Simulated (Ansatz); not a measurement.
# Stack of 1T-ZrSSe under 1T-SnSSe, upper layer turned by 180° in a perpendicular field, part 2 of 2

Aim: how the stack of 1T-ZrSSe under 1T-SnSSe, upper layer turned by 180° screens a field along its normal, and what the field does to its bands. A positive field points along +c.

Ansatz 0.2.0; plane-wave DFT, PBE-D3(BJ), Ansatz PAW.

So far. Step 2 (Relaxation): The lattice constant a goes from 3.763 to 3.719 Å.

## (3) Atoms held, field 0, start network

A sawtooth potential applies the field, turning back in the middle of the vacuum. With the dipole correction the typed value is the field outside the slab. The induced dipole is small, so the SCF threshold is tight.

The cell differs from the one that the last finished run ended in (c 47.800 → 27.026 Å).

File input.yaml:

```yaml
crystal:
  lattice:
    - [3.719313375, 0.0, 0.0]
    - [-1.8596566875, 3.2210198674, 0.0]
    - [0.0, 0.0, 27.0264526801]
  atoms:
    - { symbol: Se, position: [0.6666666667, 0.3333333333, 0.3330070767] }
    - { symbol: Zr, position: [0.0, 0.0, 0.3936431731] }
    - { symbol: S, position: [0.3333333333, 0.6666666667, 0.445100835] }
    - { symbol: Se, position: [0.6666666667, 0.3333333333, 0.5524136096] }
    - { symbol: Sn, position: [0.3333333333, 0.6666666667, 0.6126097163] }
    - { symbol: S, position: [0.0, 0.0, 0.6669929233] }
kpoints:
  mp_grid: { grid: [12, 12, 1] }
  band_path:
    path: [[0, 0, 0], [0.5, 0, 0], [0.33333333, 0.33333333, 0], [0, 0, 0]]
    npoints: 16
hamiltonian:
  xc: pbe
  dispersion: d3bj
scf:
  occupations: { method: fermi_dirac, width: 0.02585 }
  convergence: { dr2_threshold: 1.0e-10 }
efield:
  axis: 3
  dipole_correction: true
  ramp_position: 0.97
  ramp_width: 0.06
  amplitude: 0
output:
  dos: { projected: true, e_range: [-6, 5] }
  write_potential: true
  write_density: true
  volumetric_format: npy
  elf: true
```

Run with:

```console
> ansatz run input.yaml --threads 2 --pin off --max-ram 3072MiB --backend cpu --events-out ev --progress --plain --runs-dir out
```

Numbers of over 12 decimals in the logs are rounded to 6 here.

What it wrote:

```text
[...]
Crystal: 6 atoms, lattice volume = 323.776 Å³
Basis set: ecut = 420 eV, 6355 PW (Γ)
Bands: 42, of which v1, the nominal top of the filled ones, is band 35 counted from 1 (34 counted from 0)
Symmetry: 6 space group operations
[...]
k-points: 19 of 144 (time reversal used)
[...]
SCF iter   1: F=—  HF=-22957.513375 eV  |F-HF|=—  |Δ(HF+E_count)|=         —  Δρ=1.26e-3  dr2=2.35e-2  ethr=1.77e-3  p=-0.025 e·Å  D=-1.42e-2 V/Å  ΔV_dip=0.38 eV  dr2_dipole=6.02e-3  V_vac-E_F(+/−)=5.79/5.40 eV  ⟨swp⟩=11.3  Hψ=3667  notcnv=0
efield: sawtooth ramp at fractional position 0.9700 (set: `efield.ramp_position`, or a place that a band, a saddle search or an elastic batch's reference lends), width 0.0600; the density the first Hamiltonian is built on has a dipole p = -0.025 e·Å; the dipole correction subtracts the counter field D = -1.42e-2 V/Å, which shifts the + side's vacuum level by +0.38 eV against the − side's; the planar-averaged density in the ramp window peaks in size at 1.1e-5 e/Å³
[...]
SCF iter   2: F=—  HF=-22957.511168 eV  |F-HF|=—  |Δ(HF+E_count)|=   2.21e-3  Δρ=9.68e-4  dr2=1.67e-2  ethr=3.35e-5  p=-0.001 e·Å  D=-3.75e-4 V/Å  ΔV_dip=0.01 eV  dr2_dipole=7.32e-3  V_vac-E_F(+/−)=5.60/5.59 eV  ⟨swp⟩=3.1  Hψ=1556  notcnv=0  defer=47
[...]
SCF iter  12: F=-22957.509874 eV  HF=-22957.509874 eV  |F-HF|=2.55e-11  |Δ(HF+E_count)|=  3.64e-11  Δρ=5.29e-8  dr2=4.34e-11  ethr=1.00e-12  p=-0.016 e·Å  D=-8.84e-3 V/Å  ΔV_dip=0.24 eV  dr2_dipole=1.61e-11  V_vac-E_F(+/−)=5.76/5.52 eV  ⟨swp⟩=2.9  Hψ=1575  notcnv=0
SCF 1 converged in 12 iterations: F = -22957.509874 eV  dr2 = 4.34e-11
[...]
NSCF: frozen V_eff on 49 k-points
efield: sawtooth ramp at fractional position 0.9700 (kept from the solve that this one continues, or follows in the run), width 0.0600; the density the first Hamiltonian is built on has a dipole p = -0.016 e·Å; the dipole correction subtracts the counter field D = -8.84e-3 V/Å, which shifts the + side's vacuum level by +0.24 eV against the − side's; the planar-averaged density in the ramp window peaks in size at 9.8e-6 e/Å³
WARN: The output density's exchange-correlation potential varies sharply where the density is thin. Do not read a vacuum level from v_tot or v_xc, or from such a field of the output density. On a cell that repeats whose density bears no net charge and no dipole along the vacuum's axis use v_es (v_loc + v_h of the components); under efield.dipole_correction with no amplitude use v_es + v_field, which holds any externa [...]
SCF converged after 12 iterations
Free energy (F): -22957.509874 eV
[...]
Internal energy: -22957.509874 eV  (E = F + TS)
E sigma→0 (E₀):  -22957.509874 eV
Entropy (-TS):   -0.000000 eV (-0.000 meV/atom)
Fermi energy:    0.545525 eV
Dipole field:    D = -0.008848 V/Å  (p = -0.015832 e·Å, saw-weighted, corrected)
Work function:   Φ+ = 5.7638 eV   Φ− = 5.5247 eV
Levels:          The Fermi level and band energies are counted from a zero that moves with the ramp; work functions are not
[...]
--- Band table (eV; the first three rows and the last of 19) ---
  k-point 0: bands = [... 31 lower, 0.0084, 0.0084, 0.2144, 0.2144, 1.4662, 1.4662, 1.8733, 2.4180, ... 3 higher]
  k-point 1: bands = [... 31 lower, -0.3461, -0.2348, -0.0839, 0.0582, 1.5413, 1.7362, 2.1369, 2.5833, ... 3 higher]
  k-point 2: bands = [... 31 lower, -1.1514, -0.4324, -0.3005, -0.0492, 1.4532, 2.2129, 2.4010, 2.7245, ... 3 higher]
  k-point 18: bands = [... 31 lower, -1.7873, -1.7775, -1.0540, -0.9338, 2.0118, 2.1982, 2.7112, 3.0136, ... 3 higher]
```

The job ended after 75 s (2 threads of Intel Xeon at 2.50GHz (Skylake/Cascade Lake), shared host; peak memory 0.82 GiB; 2.1 min of CPU time).

Numbers from this step:

- dipole along the normal: -0.01583 e·Å
- gap along the path: 0.6808 eV
- smallest direct gap along the path: 1.252 eV
- step between the vacuum levels: 0.2392 eV
- ionisation energy, upper face: 6.095 eV
- electron affinity, upper face: 5.414 eV
- ionisation energy, lower face: 5.856 eV
- gap, the smaller of path and mesh: 0.6808 eV

Running mean over a fixed 2.7 Å (it still follows the layers) of the planar mean; the ramp of the sawtooth is left out. Electron's electrostatic potential energy less the Fermi level against z:

z (Å), electron's electrostatic potential energy less the Fermi level (eV) and a bar from the least value:
```
      3.5       5.52 #############################
      4.0       5.52 #############################
      4.5       5.52 #############################
      5.0       5.52 #############################
      5.5       5.52 #############################
      6.0       5.49 #############################
      6.5       5.36 #############################
      7.0       4.78 ############################
      7.5       3.49 #########################
      8.0       1.92 ######################
      8.5       0.09 ##################
      9.0      -2.35 #############
      9.5      -5.45 ######
     10.0      -7.25 ##
     10.5      -8.06 #
     11.0      -8.32 
     11.5      -7.35 ##
     12.0      -4.44 ########
     12.5      -1.45 ###############
     13.0       0.21 ##################
     13.5       0.96 ####################
     14.0       0.89 ####################
     14.5      -0.39 #################
     15.0      -1.90 ##############
     15.5      -2.82 ############
     16.0      -3.41 ##########
     16.5      -3.92 #########
     17.0      -4.07 #########
     17.5      -3.37 ###########
     18.0      -2.18 #############
     18.5      -0.54 #################
     19.0       1.52 #####################
     19.5       3.57 #########################
     20.0       5.12 #############################
     20.5       5.63 ##############################
     21.0       5.74 ##############################
     21.5       5.76 ##############################
     22.0       5.76 ##############################
     22.5       5.76 ##############################
     23.0       5.76 ##############################
     23.5       5.76 ##############################
```

The density of states has structure finer than the step of the table below, so its rows give means over 0.25 eV, whole bins alone (the curve runs from -6 to 2.33 eV). Peaks (eV: height): -3.740: 9.47, -3.190: 14.1, -2.720: 9.26, -1.950: 9.78, -1.670: 9.74, -1.260: 8.65, 1.860: 10.8.

Density of states against energy, zero at the Fermi level of the run, which the smearing sets inside the gap; means over each step:

energy (eV), density of states (states/eV a cell) and a bar:
```
    -5.50        0.0 
    -5.25        0.3 #
    -5.00        1.6 ######
    -4.75        3.5 #############
    -4.50        3.6 ##############
    -4.25        4.2 ################
    -4.00        3.4 #############
    -3.75        6.6 #########################
    -3.50        3.4 #############
    -3.25        7.8 ##############################
    -3.00        7.0 ###########################
    -2.75        6.2 ########################
    -2.50        3.5 #############
    -2.25        3.0 ###########
    -2.00        5.0 ###################
    -1.75        6.2 ########################
    -1.50        6.8 ##########################
    -1.25        6.6 #########################
    -1.00        5.3 ####################
    -0.75        2.9 ###########
    -0.50        0.8 ###
    -0.25        0.0 
     0.00        0.0 
     0.25        0.0 
     0.50        1.5 ######
     0.75        2.5 #########
     1.00        3.9 ###############
     1.25        3.4 #############
     1.50        4.4 #################
     1.75        2.2 ########
     2.00        2.9 ###########
```

Projected DOS per atom over height of the atomic layer and energy from the Fermi level. Layers: Se Zr S Se Sn S from below.

Values in states/eV, 22 rows by 6 columns, each cell a mean:
```
0.41 2.34 0.29 0.05 0.09 0.06
0.18 0.88 0.13 0.36 0.50 0.40
0.20 1.26 0.14 0.61 0.74 0.61
0.27 2.20 0.24 0.30 0.38 0.30
0.14 1.12 0.20 0.20 0.25 0.20
0.01 0.14 0.03 0.01 0.01 0.01
0.00 0.00 0.00 0.00 0.00 0.00
0.16 0.03 0.08 0.41 0.02 0.08
0.85 0.17 0.49 1.69 0.08 0.82
1.27 0.35 0.66 2.14 0.09 1.67
2.03 0.48 0.86 1.56 0.14 1.66
1.60 0.39 0.63 0.62 0.18 0.97
1.07 0.40 0.37 0.43 0.25 0.74
1.04 0.80 1.45 0.74 0.53 1.22
1.24 1.75 2.70 0.76 0.60 1.19
0.86 0.66 1.10 0.46 0.43 0.76
0.97 0.81 1.39 0.48 0.38 0.60
0.46 0.84 1.53 0.54 0.37 0.44
0.26 0.50 0.76 0.64 0.57 0.59
0.03 0.07 0.10 0.40 0.40 0.36
0.00 0.00 0.00 0.00 0.00 0.00
0.00 0.00 0.00 0.00 0.00 0.00
```
Columns: height of the atomic layer (Å) from 9 to 18.0 (not evenly spaced); rows upwards: energy from the Fermi level (eV) from -5.96 to 2.32.

The electronic bands at the labelled points (eV, zero at the Fermi level of the run, which the smearing sets inside the gap):

```
  point  band 32  band 33  band 34  band 35  band 36  band 37  band 38  band 39
      Γ    -0.54    -0.54    -0.33    -0.33     0.92     0.92     1.33     1.87
halfway    -1.56    -1.25    -1.00    -0.72     0.71     1.48     2.06     2.37
      M    -1.96    -1.38    -1.26    -0.98     0.35     0.43     2.54     2.84
halfway    -2.32    -1.96    -1.53    -1.31     1.06     1.20     2.44     2.60
      K    -2.33    -2.32    -1.60    -1.48     1.47     1.65     2.17     2.47
halfway    -1.89    -1.53    -1.30    -0.97     1.22     1.68     1.81     2.67
      Γ    -0.54    -0.54    -0.33    -0.33     0.92     0.92     1.33     1.87
```

Electrostatic potential energy in the ca plane at fractional y = 0.000, with atoms of Zr and S within 0.2 Å of it. With pseudopotentials it is smooth inside the atoms' cores, unlike the true potential.

Ten even steps from '0' (-39 eV) to '9' (6 eV), each cell a mean:
```
99998720000589999999999998611127999999999999
99999852014789999999999998852268999999999999
99998876567889999999998888887789999999999999
99988888888889999998888877889999999999999999
99887889988888999998788766789999999999999999
99988888888888999998888767789999999999999999
99998887778889999998888878888899999999999999
99999864235789999999999888875579999999999999
99998740002689999999999998720038999999999999
99998720000589999999999998502217999999999999
```
Columns run along c (16.0 Å, from fractional 0.29 to 0.88 of the cell; values clipped at the 3rd and 97th percentile), rows up along a (3.7 Å). Atoms in or near the plane, at fractional coordinates: Zr at (0.39, 0.00), S at (0.67, 0.00).

Valence density in the ca plane at fractional y = 0.000, with atoms of Zr and S within 0.2 Å of it. It is the smooth field of the valence electrons, not physical close to the nuclei.

Values in e/Å³, 6 rows by 16 columns, each cell a mean:
```
0.0 0.0 0.0 0.0 0.0 0.1 0.7 3.3 0.7 0.0 0.0 0.0 0.1 0.2 0.9 0.8
0.0 0.0 0.0 0.0 0.0 0.2 0.3 0.6 0.3 0.1 0.0 0.2 0.2 0.2 0.5 0.3
0.0 0.0 0.0 0.0 0.0 0.3 0.3 0.2 0.3 0.2 0.1 0.3 0.4 0.3 0.1 0.0
0.0 0.0 0.0 0.0 0.0 0.2 0.3 0.2 0.3 0.2 0.1 0.3 0.3 0.3 0.2 0.1
0.0 0.0 0.0 0.0 0.0 0.1 0.3 1.3 0.3 0.1 0.0 0.1 0.1 0.2 0.7 0.4
0.0 0.0 0.0 0.0 0.0 0.1 0.9 3.6 0.9 0.0 0.0 0.0 0.0 0.2 0.8 0.8
```
Columns run along c (16.0 Å, from fractional 0.12 to 0.72 of the cell), rows up along a (3.7 Å). Atoms in or near the plane, at fractional coordinates: Zr at (0.39, 0.00), S at (0.67, 0.00).

ELF in the ca plane at fractional y = 0.000, with atoms of Zr and S within 0.2 Å of it. It is the smooth field of the valence electrons, not physical close to the nuclei.

Values, 6 rows by 16 columns, each cell a mean:
```
0.05 0.15 0.53 0.65 0.14 0.04 0.04 0.08 0.09 0.61 0.58 0.87 0.40 0.03 0.00 0.00
0.31 0.57 0.30 0.30 0.48 0.21 0.23 0.48 0.28 0.43 0.74 0.61 0.17 0.01 0.00 0.00
0.58 0.73 0.47 0.36 0.76 0.35 0.42 0.73 0.42 0.24 0.21 0.08 0.01 0.00 0.00 0.00
0.53 0.72 0.41 0.28 0.72 0.33 0.39 0.69 0.40 0.27 0.37 0.21 0.03 0.00 0.00 0.00
0.20 0.43 0.35 0.45 0.32 0.14 0.15 0.33 0.20 0.52 0.81 0.75 0.26 0.01 0.00 0.00
0.03 0.09 0.54 0.57 0.13 0.03 0.02 0.04 0.07 0.61 0.39 0.88 0.44 0.04 0.00 0.00
```
Columns run along c (16.0 Å, from fractional 0.29 to 0.88 of the cell), rows up along a (3.7 Å). Atoms in or near the plane, at fractional coordinates: Zr at (0.39, 0.00), S at (0.67, 0.00).

The gap is 0.68 eV, with the valence edge 6.09 eV and the conduction edge 5.41 eV under the upper vacuum level.

## (4) Atoms held, field 0.1 V/Å

Changes to input.yaml since step 3:

```diff
@@ -26,7 +26,6 @@
   dipole_correction: true
-  ramp_position: 0.97
-  ramp_width: 0.06
-  amplitude: 0
+  ramp_position: 0.9537
+  ramp_width: 0.087
+  amplitude: 0.1
 output:
-  dos: { projected: true, e_range: [-6, 5] }
   write_potential: true
@@ -34,2 +33 @@
   volumetric_format: npy
-  elf: true
```

What it wrote:

```text
[...]
Crystal: 6 atoms, lattice volume = 323.776 Å³
Basis set: ecut = 420 eV, 6355 PW (Γ)
Bands: 42, of which v1, the nominal top of the filled ones, is band 35 counted from 1 (34 counted from 0)
Symmetry: 6 space group operations
[...]
k-points: 19 of 144 (time reversal used)
[...]
k-point 0: bands = [... 31 lower, 0.0331, 0.0331, 0.1831, 0.1831, 1.4267, 1.4267, 1.8931, 2.4041, ... 3 higher]
  k-point 1: bands = [... 31 lower, -0.3624, -0.2392, -0.1086, 0.0777, 1.5016, 1.6964, 2.1499, 2.5754, ... 3 higher]
  k-point 2: bands = [... 31 lower, -1.1274, -0.4730, -0.3253, -0.0126, 1.4137, 2.1727, 2.4357, 2.6911, ... 3 higher]
  k-point 18: bands = [... 31 lower, -1.8390, -1.8172, -1.0094, -0.8967, 2.0500, 2.1596, 2.6690, 2.9772, ... 3 higher]
[key lines of the parts left out:]
SCF converged after 16 iterations
Free energy (F): -22957.511652 eV
Fermi energy:    0.512865 eV
Dipole field:    D = 0.028736 V/Å  (p = 0.051417 e·Å, saw-weighted, corrected)
```

Elapsed: 79 s, on 2 threads; peak memory 0.73 GiB.

The dipole is 0.0514 e·Å, 0.0672 e·Å from its value without field, and the gap 0.676 eV.

## (5) Atoms held, field -0.1 V/Å

Changes to input.yaml since step 4:

```diff
@@ -28,3 +28,3 @@
   ramp_width: 0.087
-  amplitude: 0.1
+  amplitude: -0.1
 output:
```

What it wrote:

```text
[...]
Crystal: 6 atoms, lattice volume = 323.776 Å³
Basis set: ecut = 420 eV, 6355 PW (Γ)
Bands: 42, of which v1, the nominal top of the filled ones, is band 35 counted from 1 (34 counted from 0)
Symmetry: 6 space group operations
[...]
k-points: 19 of 144 (time reversal used)
[...]
k-point 0: bands = [... 31 lower, -0.0221, -0.0221, 0.2528, 0.2528, 1.5069, 1.5069, 1.8489, 2.4374, ... 3 higher]
  k-point 1: bands = [... 31 lower, -0.3390, -0.2141, -0.0778, 0.0588, 1.5822, 1.7773, 2.1173, 2.5988, ... 3 higher]
  k-point 2: bands = [... 31 lower, -1.1748, -0.3919, -0.2720, -0.0843, 1.4938, 2.2543, 2.3632, 2.7619, ... 3 higher]
  k-point 18: bands = [... 31 lower, -1.7374, -1.7344, -1.0974, -0.9705, 1.9732, 2.2379, 2.7547, 3.0518, ... 3 higher]
[key lines of the parts left out:]
SCF converged after 15 iterations
Free energy (F): -22957.514816 eV
Fermi energy:    0.573868 eV
Dipole field:    D = -0.046386 V/Å  (p = -0.082998 e·Å, saw-weighted, corrected)
```

Wall time 73 s (2 threads); peak memory 0.73 GiB; 2.2 min of CPU time.

The dipole is -0.0830 e·Å, -0.0672 e·Å from its value without field, and the gap 0.663 eV.

## (6) Response, atoms held

This step: plane-wave DFT, PBE-D3(BJ), Ansatz PAW; response to a field along the normal, atoms held (Ansatz 0.2.0).

The dipoles give the slope, and the difference of two potentials shows where the field is screened.

Numbers from this step:

```yaml
equivalent_conductor_thickness_p_eps_0ae: 10.15 Å
distance_between_the_outer_atoms: 9.026 Å
```

Dipole of the cell against applied field:

```
applied field (V/Å)  dipole of the cell (e·Å)
            -0.1000                   -0.0830
             0.0000                   -0.0158
             0.1000                    0.0514
```

Local field over the applied field, running mean. From the potentials at -0.1 and 0.1 V/Å; running mean over 2.8 Å. The local field over applied field by z:

```
z (Å)  local field over applied field
    5                           0.996
    6                           0.962
    7                           0.791
    8                           0.477
    9                           0.178
   10                          0.0537
   11                          0.0526
   12                           0.146
   13                           0.238
   14                           0.228
   15                           0.118
   16                          0.0524
   17                          0.0693
   18                           0.210
   19                           0.504
   20                           0.812
   21                           0.968
   22                           0.996
```

The induced electron density oscillates, so the rows of the table below give means over windows of 2.96 Å about each position, cut where the curve ends. Its maxima inside the range that stand out by 2 % of the span (Å: e/Å³ per V/Å): 8.0: 0.00368, 11.1: 3.1e-4, 14.1: 0.00200, 17.0: 8.7e-4. Its minima: 10.1: -8.2e-4, 12.7: -0.00223, 15.9: -0.00111, 19.0: -0.00353.

Electrons, planar mean, per unit field. Induced electron density against z; means over each step:

z (Å), induced electron density (e/Å³ per V/Å) and a bar from the least value:
```
     5.56    0.00020 ##############
     8.52    0.00163 ##############################
    11.48   -0.00059 #####
    14.44    0.00056 ##################
    17.40   -0.00075 ###
    20.36   -0.00105
```

The smaller of the gaps on the path and on the k-mesh, counted as 0 under 0.03 eV. The gap by applied field:

```
applied field (V/Å)  gap (eV)
            -0.1000     0.663
             0.0000     0.681
             0.1000     0.676
```

By hand: between -0.1 and 0.1 V/Å the dipole changes by 0.1344 e·Å, a slope of 0.6721 e·Å²/V. A perfect conductor of thickness t has p = ε₀AEt, so t = 180.95 × 0.6721 / 11.980 = 10.15 Å (e/ε₀ = 180.95 V·Å, A in Å²).

The induced dipole is that of a conductor 10.15 Å thick.

## (7) Summary of results

| Quantity | Value |
| --- | --- |
| gap without field | 0.681 eV |
| ionisation energy, upper face | 6.09 eV |
| electron affinity, upper face | 5.41 eV |
| step between the vacuum levels | 0.239 eV |
| equivalent conductor thickness, atoms held | 10.2 Å |

**Reading.** The induced dipole equals that of a perfect conductor 10.15 Å thick, while the outer atoms lie 9.03 Å apart; an out-of-plane ε follows only once a thickness t is chosen, by 1 − 1/ε = 10.15 Å / t. The two faces differ: the vacuum level above lies 0.24 eV higher than the one below. The gap goes from 0.68 eV to 0.66 eV at -0.1 V/Å. Semilocal functionals give gaps that are too small, and excitons are not included. Spin-orbit coupling is left out, which matters for the bands of elements this heavy.

[Logs are printed without paths, hosts, clocks, repeated set-up lines and the standing remarks that a program may print on its own settings, such as how far it seeks lower states.]

[Hosts, paths, dates, database ids (printed as entryN), source tags and the programs' standing remarks are cut or masked in the printed files.]

[Maps of the electrostatic potential energy from Ansatz leave out the sawtooth potential of an applied field or a dipole correction, so their vacuum need not be flat; planar profiles and work functions include it.]

[The density of states shown here was stored with 400 of the rows of the run's finer table, so its peaks can read low, often by over a quarter, or be missed, and its means over a window can be off by a tenth or more.]
